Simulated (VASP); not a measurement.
Here is a VASP 6.6.1 calculation.

INCAR

```
SYSTEM = HgTe
  AGGAC = 0.0
  ALGO = Normal
  EDIFF = 1E-7
  EDIFFG = -0.01
  ENCUT = 600
  GGA = ML
  IBRION = 2
  ISIF = 3
  ISMEAR = -1
  LASPH = .True.
  LCHARG = .False.
  LREAL = .False.
  LUSE_VDW = .True.
  LWAVE = .False.
  NELM = 80
  NSW = 40
  PREC = Accurate
  SIGMA = 0.05
  ZAB_VDW = -1.8867
```

Contents of KPOINTS:

```
k-points
0
Gamma
  7 7 7
  0 0 0
```

The input POSCAR:

```
HgTe
1.0
    0.0000000000      3.2145000000      3.2145000000
    3.2145000000      0.0000000000      3.2145000000
    3.2145000000      3.2145000000      0.0000000000
Hg Te
1 1
Direct
    0.0000000000      0.0000000000      0.0000000000
    0.7500000000      0.7500000000      0.7500000000
```

Potentials or basis: VASP PAW PBE potentials, release 64 (Hg, Te).

The run is started by

```bash
$ cat potpaw_PBE.64/Hg/POTCAR potpaw_PBE.64/Te/POTCAR > POTCAR
$ mpirun -np 1 vasp_std > vasp.out
```

(1) What does it give for the space group after relaxing (to 0.05 Å)?

(2) What does it give for the band gap on the k mesh?

(3) What does it give for the relaxed volume?

## Answers

(1) F-43m (No. 216).

(2) none (metal or under the smearing width).

(3) 41.05 Å³/atom.

Caveat: the volume moved by over 15 % at a fixed basis, so the end points are rough; the PAW data sets were made with another functional, which shifts forces and pressure a little; the volume moved by +24 % from the deposited cell, more than functionals usually miss.
